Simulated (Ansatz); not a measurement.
## Relaxing Co in the bcc type

First guess:

```
CELL_PARAMETERS angstrom
-1.40625 1.40625 1.40625
1.40625 -1.40625 1.40625
1.40625 1.40625 -1.40625
ATOMIC_POSITIONS crystal
Co 0.00000 0.00000 0.00000
```

All numbers below come from DFT, PBE, PAW with Ansatz's default frozen-core files, scalar-relativistic in Ansatz 0.2.0.

Cell and atoms relax within the symmetry of the start on a 16×16×16 k mesh with 0.08 eV Fermi–Dirac smearing, from parallel moments.

The start is built from a prototype, known or not as a phase of this compound; the cutoff is 420 eV.

The magnetic state is the one reached from parallel moments; other orders may lie lower.

Q: What is the pressure of the first guess?

A: -0.19 GPa.

Q: What does it relax to?

A: a = 2.812 Å, b = 2.812 Å, c = 2.812 Å, α = 90.00°, β = 90.00°, γ = 90.00° (conventional cell), 11.11 Å³ per atom:
```
CELL_PARAMETERS angstrom
-1.40579 1.40579 1.40579
1.40579 -1.40579 1.40579
1.40579 1.40579 -1.40579
ATOMIC_POSITIONS crystal
Co 0.00000 0.00000 0.00000
```

Q: How much energy does the relaxation release?

A: 0 meV/atom.

Q: What moment does the relaxed primitive cell (1 atom) carry?

A: 1.76 μB.
